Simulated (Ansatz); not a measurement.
**CaS under compression and expansion**

```
CELL_PARAMETERS angstrom
0.00000 2.84300 2.84300
2.84300 0.00000 2.84300
2.84300 2.84300 0.00000
ATOMIC_POSITIONS crystal
Ca 0.00000 0.00000 0.00000
S 0.50000 0.50000 0.50000
```

The cell is COD entry 1011236, as deposited and not checked against the literature; nothing was relaxed. It is an old determination, and later ones may differ.

All numbers are computed: DFT, PBE, all-electron LAPW, scalar-relativistic (Ansatz 0.2.0); DFT, PBE, PAW with Ansatz's default frozen-core files, scalar-relativistic (Ansatz 0.2.0).

For LAPW: a Γ-centred 7×7×7 k mesh, Fermi–Dirac smearing of 0.01 eV, basis error target 0.25 meV/atom, no spin polarisation. PAW takes a cutoff of 420 eV at this cell. The Ansatz runs share mesh, smearing and spin set-up. Plane-wave (PAW) pressures include the program's estimate of the Pulay term.

The cell above is scaled evenly, with fractional coordinates and shape held.

| V/V(cell) | V (Å³/atom) | P, LAPW (GPa) | P, PAW (GPa) | gap on the k mesh, LAPW (eV) | free energy over the lowest listed, PAW (meV/atom) |
| --- | --- | --- | --- | --- | --- |
| 0.9500 | 21.830 | 4.22 | 4.23 | 2.30 | 17.8 |
| 0.9750 | 22.404 | 2.39 | 2.40 | 2.36 | 5.9 |
| 1.0000 | 22.979 | 0.79 | 0.80 | 2.42 | 0.3 |
| 1.0250 | 23.553 | -0.63 | -0.62 | 2.47 | 0.0 |
| 1.0500 | 24.128 | ? | ? | ? | ? |

Problem. Fill in the row V/V(cell) = 1.0500.

Solution. P, LAPW (GPa) = -1.87, P, PAW (GPa) = -1.86, gap on the k mesh, LAPW (eV) = 2.52, free energy over the lowest listed, PAW (meV/atom) = 4.5.

Problem. What do Birch–Murnaghan fits to the pressures give?

Solution. LAPW: V0 = 23.29 Å³/atom, B0 = 57 GPa, B0′ = 4.1; PAW: V0 = 23.29 Å³/atom, B0 = 57 GPa, B0′ = 4.1.

PAW's V0 lies 0.01 % from the all-electron value and its B0 0.0 %. Symmetry fixes shape and coordinates here, so this is the relaxed modulus.
